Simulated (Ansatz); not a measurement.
Input of an Ansatz 0.2.0 run:

input.yaml

```yaml
crystal:
  lattice:
    - [2.7663873939, 0.0, 0.0]
    - [-1.3831936969, 2.3957617598, 0.0]
    - [0.0, 0.0, 8.93884516]
  atoms:
    - { symbol: Re, position: [0.6666666667, 0.3333333333, 0.75] }
    - { symbol: Re, position: [0.0, 0.0, 0.5] }
    - { symbol: Re, position: [0.3333333333, 0.6666666667, 0.25] }
    - { symbol: Re, position: [0.0, 0.0, 0.0] }
hamiltonian:
  xc: blyp
  pseudopotentials: { kind: paw }
  dispersion: d4
kpoints:
  mp_grid: { grid: [11, 11, 3] }
scf:
  occupations: { method: fermi_dirac, width: 0.05 }
output:
  forces: true
  stress: true
  write_density: true
  write_potential: true
  elf: true
  volumetric_format: npy
relax:
  f_tol: 0.01
  max_steps: 40
  cell: { stress_tol: 0.05 }
```

Potentials or basis: Ansatz PAW.

Run with:

```sh
$ ansatz run input.yaml --threads 2 --pin off --max-ram 5632MiB --backend cpu --events-out ev --progress --plain --runs-dir out
```

**Question.** Predict the relaxed cell.

**Answer.** a = 2.774 Å, b = 2.774 Å, c = 8.956 Å, α = 90.00°, β = 90.00°, γ = 120.00°.

**Question.** What does it give for the band gap on the k mesh?

**Answer.** None (metal or under the smearing width).

**Question.** Predict the relaxed volume.

**Answer.** 14.92 Å³/atom.

Step by step:
```tsv
step	energy change (eV)	largest force (eV/Å)	volume (Å³)
1	0.0000	0.0000	59.24
2	-0.0035	0.0000	59.70
3	-0.0035	0.0000	59.69
4	-0.0038	0.0000	59.69
```

Caveat: the plane-wave basis is chosen anew once the cell has moved, so the energies of steps on either side of that aren't comparable; pairwise dispersion overbinds metals, which lowers pressure and volume; the PAW data sets come from PBE, with cores solved anew for the run's functional, which leaves a small shift of forces and pressure. Spin-orbit coupling is left out, which matters for the levels of Re.
